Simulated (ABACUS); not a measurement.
Crystal: KBr.

```xyz
2
Lattice="0.0000 3.3000 3.3000 3.3000 0.0000 3.3000 3.3000 3.3000 0.0000" Properties=species:S:1:pos:R:3 pbc="T T T"
Br    3.3000    3.3000    3.3000
K     0.0000    0.0000    0.0000
```

Base run:

- Program: ABACUS 3.10.1
- Functional: LDA
- Potentials or basis: GBRV ultrasoft 1.5 LDA
- Cutoff: 544 eV
- Density cutoff: 4354 eV
- Basis: plane waves
- k mesh: 6 × 6 × 6
- Occupations: fermi-dirac, width 0.05 eV
- Spin: no spin polarisation

Its results: band gap on the k mesh 4.03 eV, direct; pressure -2.2 GPa.

**Question.** The run is repeated on the same cell with these changes: functional from LDA to rPW86PBE; potentials or basis from GBRV ultrasoft 1.5 LDA to SPMS ONCV 1.0 PBE; cutoff from 544 eV to 1007 eV; density cutoff from 4354 eV to 4027 eV. What comes out?

**Answer.** Band gap on the k mesh 4.24 eV, direct; pressure 0.8 GPa.

Caveats: the potentials were made for another functional, which shifts forces and pressure (some runs).

A k mesh can miss the band edges.

Not every run made on this cell is shown here.
